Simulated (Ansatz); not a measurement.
# Ti (hcp): from the first guess to the electronic structure, part 2 of 2

Aim: bring Ti (hcp) to zero pressure, then compute its bands, density of states and charges. Whether the element takes this structure at low temperature is a separate question.

Ansatz 0.2.0; DFT PBE, scalar-relativistic, plane waves, PAW.

## Step 4: The electronic structure

input.yaml reads:

```yaml
crystal:
  lattice:
    - [2.9393077455, 0.0, 0.0]
    - [-1.4696538728, 2.5455151772, 0.0]
    - [0.0, 0.0, 4.6470736695]
  atoms:
    - { symbol: Ti, position: [0.3333333333, 0.6666666667, 0.75] }
    - { symbol: Ti, position: [0.6666666667, 0.3333333333, 0.25] }
basis:
  ecutwfc: 420
  ecutrho_ratio: 4
kpoints:
  mp_grid: { grid: [16, 16, 10] }
  band_path:
    path:
      - [[0.0, 0.0, 0.0], [0.5, 0.0, 0.0], [0.33333333, 0.33333333, 0.0], [0.0, 0.0, 0.0], [0.0, 0.0, 0.5], [0.5, 0.0, 0.5], [0.33333333, 0.33333333, 0.5], [0.0, 0.0, 0.5]]
      - [[0.5, 0.0, 0.5], [0.5, 0.0, 0.0]]
      - [[0.33333333, 0.33333333, 0.5], [0.33333333, 0.33333333, 0.0]]
    npoints: 14
hamiltonian:
  xc: pbe
scf:
  occupations: { method: gaussian, width: 0.05 }
  n_extra_bands: 13
output:
  forces: true
  stress: true
  eigenvalues: true
  populations: true
  dos: { projected: true, de: 0.02, nscf_kmesh: { grid: [24, 24, 15] } }
  bader: false
```

The program printed:

```text
Warning: RAYON_NUM_THREADS=8 ignored (pool sized by the plan → 8); use --threads N
scf.n_extra_bands = 13 over 12 filled bands (N_el = 24.0): the run solves 25 bands
Engine: ansatz 0.2.0, x86_64-unknown-linux-gnu
Pseudopotentials: kind: paw
Pseudopotential: Ti, paw, valence charge 12, recommended cutoff 420 eV (normal), Ti.paw.azcp
Functional definition: PBE
  parameter kappa = 0.804
  parameter beta = 0.06672455060314922
  exchange = pbe_x(kappa = kappa, mu = beta*pi^2/3)
  correlation = pbe_c(beta = beta)
Crystal: 2 atoms, lattice volume = 34.770 Å³
Basis set: ecut = 420 eV, 687 PW (Γ), exchange–correlation on 40×40×64 points (8 copies of the dense FFT grid, shifted against one another)
Bands: 25, of which v1, the nominal top of the filled ones, is band 12 counted from 1 (11 counted from 0)
Symmetry: 24 space group operations
Space group: P63/mmc (ITA 194), of the structure as read, at distance tolerance 3.3e-5 Å
k-points: 180 of 2560
Non-local potential: Ti, projectors of the file, l = 0: 3, l = 1: 2, l = 2: 3, l = 3: 1
PAW form: soft (Blöchl's): semilocal exchange-correlation on the pseudo side does not see the compensation charge
PAW one-centre angular grid: Ti, 590 points (default); XC on 64 Gauss nodes
Initial density: superposition of atomic densities (neutral atoms: chi_scale 0, normalization atom), corrected by the library's trained network
Initial wavefunctions: pseudopotential atomic-orbital guess
Functional: x = pbe(κ = 0.804, μ = 0.2195149727645171), c = pbe(β = 0.06672455060314922)
SCF iter   1: F=—  HF=-4999.335714 eV  |F-HF|=—  |Δ(HF+E_count)|=         —  Δρ=5.14e-3  dr2=4.32e-3  ethr=1.77e-3  ⟨swp⟩=5.0  Hψ=17852  notcnv=0  defer=77
preconditioner: auto → none  [metal: Δε(μ)=0.010 eV  Ē_g=7.925 eV  σ=0.050 eV  W_gap=0.11  n_scr=8 (ndim 8)  ℏωp=17.8 eV  f_vac=0.000  D(μ)=2.22/eV (n_scr^D=22)  sad-step TF]
SCF iter   2: F=—  HF=-4999.334642 eV  |F-HF|=—  |Δ(HF+E_count)|=   1.07e-3  Δρ=2.68e-3  dr2=1.43e-3  ethr=1.80e-5  ⟨swp⟩=1.0  Hψ=5940  notcnv=0  defer=655
SCF iter   3: F=—  HF=-4999.334686 eV  |F-HF|=—  |Δ(HF+E_count)|=   4.44e-5  Δρ=2.90e-4  dr2=1.31e-5  ethr=5.95e-6  ⟨swp⟩=2.4  Hψ=4646  notcnv=0  defer=655
SCF iter   4: F=—  HF=-4999.334700 eV  |F-HF|=—  |Δ(HF+E_count)|=   1.31e-5  Δρ=4.15e-5  dr2=3.57e-7  ethr=5.47e-8  ⟨swp⟩=2.3  Hψ=5756  notcnv=0  defer=655
iter 5 did not close the SCF: its close was put off for the readings that it lacked (scf_convergence_deferred on its scf_iter line)
SCF iter   5: F=-4999.334700 eV  HF=-4999.334700 eV  |F-HF|=2.14e-9  |Δ(HF+E_count)|=   8.88e-8  Δρ=4.27e-6  dr2=1.99e-9  ethr=1.49e-9  ⟨swp⟩=2.6  Hψ=5053  notcnv=0  defer=655
SCF iter   6: F=-4999.334700 eV  HF=-4999.334700 eV  |F-HF|=1.82e-12  |Δ(HF+E_count)|=   2.44e-9  Δρ=3.10e-7  dr2=1.42e-11  ethr=8.30e-12  ⟨swp⟩=5.0  Hψ=16766  notcnv=0
SCF 1 converged in 6 iterations: F = -4999.334700 eV  dr2 = 1.42e-11
NSCF: frozen V_eff on 129 k-points
NSCF: frozen V_eff on 488 k-points
SCF converged after 6 iterations
Free energy (F): -4999.334700 eV
Harris-Foulkes:  -4999.334700 eV  (|F-HF|=1.82e-12)
Internal energy: -4999.331833 eV  (E = F + TS)
E sigma→0 (E₀):  -4999.333266 eV
Entropy (-TS):   -0.002867 eV (-1.433 meV/atom)
Fermi energy:    13.378638 eV
--- Per-component energies (eV) ---
  E_band       = -315.318182
  E_kinetic    = 544.664386
  E_local      = -1626.687030  (includes V_loc(G=0)·N_el)
  E_nonlocal   = 16.051973
  E_hartree    = 668.089221
  E_xc         = -194.930653
  E_vxc        = -243.867238  (∫ρ·V_xc dr)
  E_paw        = -2095.099975  (= ΣΔE_a)
  E_vpaw       = -341.658865  (= ΣTr[D̂ρ^β])
  E_aug_tail   = 0.000231  (compensation charges beyond the density's cutoff)
  E_ewald      = -2311.419986
  E_smearing   = -0.002867  (= −TS)
  E_closure    = 0.000000  (closes the sum)
  Σ components = -4999.334700   (vs F -4999.334700, Δ=0.00e0)
--- Forces (eV/Å), atoms counted from 1 ---
  atom   1  Ti    -0.00000000     0.00000000     0.00000000
  atom   2  Ti     0.00000000    -0.00000000    -0.00000000
  max |Σ_I F_I| component: 3.70e-17 eV/Å
--- Stress (GPa, compression-positive) ---
        0.038383       0.000000       0.000000
        0.000000       0.038383       0.000000
        0.000000       0.000000      -0.017805
  P = ⅓ Tr σ = 0.0197 GPa (0.197 kbar)
--- Band table (eV; the first three rows and the last of 180) ---
  k-point 0: bands = ["-43.4504", "-43.3118", "-20.0584", "-19.4130", "-19.4130", "-19.3462", "-19.3110", "-19.3110", "7.1834", "10.6862", "14.1413", "14.1423", "14.1423", "14.2671", "14.6447", "14.6447", "14.9860", "14.9860", "16.5257", "16.5257", "21.6694", "27.9206", "30.5952", "30.7679", "32.4611"]
  k-point 1: bands = ["-43.4470", "-43.3153", "-20.0417", "-19.4105", "-19.4105", "-19.3644", "-19.3135", "-19.3135", "7.2681", "10.6447", "13.9930", "14.0986", "14.0986", "14.2197", "14.5973", "14.5973", "15.0845", "15.0845", "16.5322", "16.5322", "21.9868", "27.8133", "30.3662", "30.8179", "32.4049"]
  k-point 2: bands = ["-43.4373", "-43.3252", "-19.9929", "-19.4169", "-19.4033", "-19.4033", "-19.3208", "-19.3208", "7.5177", "10.4893", "13.6731", "14.0204", "14.0204", "14.0851", "14.4740", "14.4740", "15.3212", "15.3212", "16.5326", "16.5326", "22.8360", "27.5893", "29.8400", "30.7363", "32.3026"]
  k-point 179: bands = ["-43.3014", "-43.3014", "-19.8724", "-19.8724", "-19.6741", "-19.6741", "-19.4400", "-19.4400", "11.9623", "11.9623", "12.4508", "12.4508", "13.1394", "13.1394", "15.0432", "15.0432", "16.5428", "16.5428", "19.8525", "19.8525", "21.8311", "21.8311", "22.9675", "22.9675", "30.7591"]
--- Löwdin populations: 2 sites ---
  site symbol       q [e]
     0     Ti     11.8657
     1     Ti     11.8657
  spilling = 0.011192 (of n_electrons = 24.000000)
```

Wall time 1.7 s (8 threads of an x86-64 CPU, shared host); peak memory 0.58 GiB.

Result: volume 17.385 Å³/atom, pressure 0.02 GPa, a metal on this mesh.

From the band file, the three levels under and over the Fermi level at the path's corners (eV, zero at the Fermi level):

```csv
point,filled,empty
Γ,-6.20 -2.69,0.76 0.76 0.76
M,-2.17 -1.85 -0.65,0.46 0.62 1.17
K,-1.41 -1.41 -1.31,0.22 0.22 1.50
A,-4.34 -4.34,0.08 0.08 0.67
L,-2.55 -0.82 -0.82,1.31 1.31 1.72
H,-1.09 -0.23 -0.23,1.67 1.67 3.14
```

Where fewer filled levels are listed, no further ones lie within 9 eV under the Fermi level in the band file.

Bands that cross the Fermi level on the path (counted from 0), with the number of crossings: 10: 6, 11: 4, 12: 3, 13: 3.

The density of states, summed over windows 1 eV wide (Fermi level at zero):

```
from  to  total  Ti 3d  Ti 4s
  -7  -6   0.01   0.00   0.01
  -6  -5   0.15   0.00   0.13
  -5  -4   0.30   0.02   0.25
  -4  -3   0.55   0.11   0.40
  -3  -2   1.65   1.05   0.55
  -2  -1   2.53   2.23   0.20
  -1   0   2.74   2.44   0.12
   0   1   4.05   3.68   0.14
   1   2   3.16   2.95   0.07
   2   3   2.57   2.51   0.03
   3   4   4.03   3.80   0.16
   4   5   0.96   0.49   0.23
   5   6   0.72   0.20   0.17
```

The projection uses the shells of the potentials' files: it has no valence p orbitals on Ti, so such weight is missing from the shares.

## Step 5: Outcome

The summary covers parts 1 to 2. Changes of volume or cell count from the first structure of part 1.

| quantity | value |
| --- | --- |
| space group | P6_3/mmc (No. 194) |
| conventional cell | a = 2.939 Å, b = 2.939 Å, c = 4.647 Å, α = 90.00°, β = 90.00°, γ = 120.00° |
| volume | 17.385 Å³/atom |
| pressure | 0.02 GPa |
| gap | none (metal) |
| states at the Fermi level | about 2.8 (mean within 0.5 eV; 1.8 at the level itself) per eV per cell |

In words: Over the one relaxation shown the cell moved from 17.65 to 17.38 Å³/atom, a change of -1.5 %, where the pressure is zero within 0.02 GPa. It comes out metallic; the largest share of the states at the Fermi level is Ti 3d (96 % of the projected weight). Against the measured lattice constant a of Ti, 2.9536 Å (298 K; “Impact of oxygen ordering on titanium lattice parameters”, 2024, arxiv:2402.07147), the calculated 2.939 Å is off by -0.5 %. 4 values of this kind are on record (2.9536 to 2.9646 Å); this one was drawn at random, colder ones first, those with a stated uncertainty first. The calculation is for 0 K without zero-point motion. A measured lattice constant c of Ti is 4.685 Å (298 K; “Impact of oxygen ordering on titanium lattice parameters”, 2024, arxiv:2402.07147); the calculated 4.647 Å misses it by -0.8 %. 4 values of this kind are on record (4.685 to 4.7036 Å); this one was drawn at random, colder ones first, those with a stated uncertainty first.
